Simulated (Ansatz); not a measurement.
## An elastic constant from a strain scan in MoP4

Level of theory: DFT r2SCAN, scalar-relativistic, plane waves, PAW in Ansatz. Cutoff 500 eV, Γ-centred 10×10×8 k-points, Gaussian smearing of 0.15 eV. No spin polarisation. Energies are free energies at this smearing, counted from the undisturbed cell; pressure is positive in compression.

Reference structure (relaxed at this level; it needn't be the usual structure):

```
Mo P
1.0
     2.66216   -5.58333   -0.00615
     2.66216    5.58333   -0.00615
    -2.06850    0.00000    5.48364
Mo P
2 8
Direct
  0.94049 0.05951 0.25000
  0.05951 0.94049 0.75000
  0.18563 0.37290 0.68361
  0.62710 0.81437 0.81639
  0.81437 0.62710 0.31639
  0.37290 0.18563 0.18361
  0.05488 0.50102 0.18899
  0.49898 0.94512 0.31101
  0.94512 0.49898 0.81101
  0.50102 0.05488 0.68899
```

The cell is strained by ε times the Voigt pattern (0, 0, 0, 0, 0, 1) (xx, yy, zz, yz, xz, xy; engineering shear) with fractional coordinates fixed. The cell holds 10 atoms in V0 = 162.87 Å³. The stress column is τ = (1/V0) dE/dε, got from the stress tensor σ (compression positive) at each point as −det(1 + εP) σ : P(1 + εP)⁻¹, with P the pattern as a tensor.

```
      ε  ΔE (meV/atom)  τ (GPa)
-0.0350         11.421   -6.425
-0.0300          8.389   -5.505
-0.0250          5.825   -4.586
-0.0200          3.727   -3.667
-0.0150          2.096   -2.750
-0.0100          0.932   -1.833
-0.0050          0.233   -0.916
 0.0000          0.000    0.000
 0.0050          0.233    0.916
 0.0100          0.932    1.833
 0.0150          2.096    2.750
 0.0200          3.727    3.667
 0.0250          5.825    4.586
 0.0300          8.389    5.505
 0.0350         11.421    6.425
 0.0400              ?        ?
```

Problem. Which combination of elastic constants does this scan measure, and how large is it?

Solution. For small ε, τ = τ0 + Kε with K = pᵀCp, which for this pattern is C66 in the Cartesian frame shown. The parabola through τ at ε = -0.0050, 0 and 0.0050 has slope K = 183 GPa at zero. The energies per cell, E = NΔE, of the same two points give K = 2[E(ε₊)/ε₊ − E(ε₋)/ε₋]/[(ε₊ − ε₋)V0] = 183 GPa, in agreement. These are clamped-ion values.

Problem. Predict the withheld row at ε = 0.0400 from the harmonic law, and compare.

Solution. ΔE = V0(τ0 ε + Kε²/2)/N = 14.905 meV/atom and τ = 7.33 GPa. The calculation gives 14.920 meV/atom and 7.35 GPa, a miss of 0.1 % of the harmonic energy, so the harmonic law still holds here.

Forces appear on the atoms along this scan, and letting them relax would lower the energy and soften the response. In a metal these slopes depend on the k mesh and the smearing.

Cost: 9 runs of about 36 core-minutes in all, on Oxide Virtual Turin-like Processor (Zen 5) (shared hosts).